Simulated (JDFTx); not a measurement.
Os:

```xyz
2
Lattice="2.7341 0.0000 0.0000 -1.3671 2.3678 0.0000 0.0000 0.0000 4.3197" Properties=species:S:1:pos:R:3 pbc="T T T"
Os    1.3671    0.7893    3.2398
Os    0.0000    1.5785    1.0799
```

| Property | Result |
| --- | --- |
| Program | JDFTx 1.7.0 (patched build) |
| Task | relaxation of cell and atoms |
| Functional | PBE |
| Dispersion | D2 |
| Potentials or basis | PseudoDojo-SR-PBE-0.5-standard with smoothed tails |
| Cutoff | 1007 eV |
| Density cutoff | 8055 eV |
| k mesh | 11 × 11 × 6 |
| Occupations | fermi-dirac, width 0.05 eV |
| Spin | no spin polarisation |

At the start: pressure -11.1 GPa; volume 13.98 Å³/atom.

Problem. Where does the relaxation end?

Solution. Over 5 steps the energy falls by 13.0 meV/atom and the volume is 13.62 Å³/atom (-2.6 %); space group P6_3/mmc (No. 194, to 0.05 Å).

The path:
| step | energy change (eV) | largest force (eV/Å) | pressure (GPa) | volume (Å³) |
| --- | --- | --- | --- | --- |
| 1 | 0.0000 | 0.0000 | -11.13 | 27.96 |
| 2 | -0.0112 | 0.0000 | -8.51 | 27.78 |
| 3 | -0.0259 | 0.0000 | 0.12 | 27.23 |
| 4 | -0.0259 | 0.0000 | 0.00 | 27.24 |
| 5 | -0.0259 | 0.0000 | 0.00 | 27.24 |

Final structure:
```
CELL_PARAMETERS angstrom
2.71027 0.00000 0.00000
-1.35513 2.34716 0.00000
0.00000 0.00000 4.28190
ATOMIC_POSITIONS crystal
Os 0.66667 0.33333 0.75000
Os 0.33333 0.66667 0.25000
```

Caveat: pairwise dispersion overbinds metals, which lowers pressure and volume.
